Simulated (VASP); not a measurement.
Input of a VASP 6.6.1 run:

File INCAR:

```
PREC = Accurate
ENCUT = 520
EDIFF = 1E-6
ISMEAR = -1
SIGMA = 0.05
LREAL = False
LASPH = True
NELM = 80
ALGO = Normal
ISIF = 2
LWAVE = False
LCHARG = False
GGA = RP
IVDW = 12
NBANDS = 26
```

File KPOINTS:

```
Automatic mesh
0
Gamma
  8 8 5
```

POSCAR

```
ZnS
1.0
    3.7122295705      0.0000000000      0.0000000000
   -1.8561147852      3.2148851127      0.0000000000
    0.0000000000      0.0000000000      6.0763851230
Zn S
2 2
Direct
    0.6666666667      0.3333333333      0.5051100365
    0.3333333333      0.6666666667      0.0051100365
    0.6666666667      0.3333333333      0.8798899635
    0.3333333333      0.6666666667      0.3798899635
```

Potentials or basis: VASP PAW PBE potentials, release 64 (Zn, S).

The run is started by

```bash
$ cat potpaw_PBE.64/Zn/POTCAR potpaw_PBE.64/S/POTCAR > POTCAR
$ mpirun -np 1 vasp_std > vasp.out
```

What does it give for the dispersion energy per atom?

-1.227 eV.

Estimate the pressure.

0.2 GPa.

Estimate the band gap on the k mesh.

2.75 eV, direct.

Caveat: the PAW data sets were made with another functional, which shifts forces and pressure a little.

**Measured values to compare with.**

A printed reference work, monograph reports, for a bulk crystal of ZnS at 4 K: band gap 3.911 eV (direct).

Against the measured gap of ZnS, 3.911 eV (direct; 4 K; a printed reference work, monograph), the calculated 2.75 eV is off by -1.16 eV. The value is that of RPBE+D3(BJ), without temperature or zero-point motion. Semilocal functionals fall short of measured gaps as a rule.
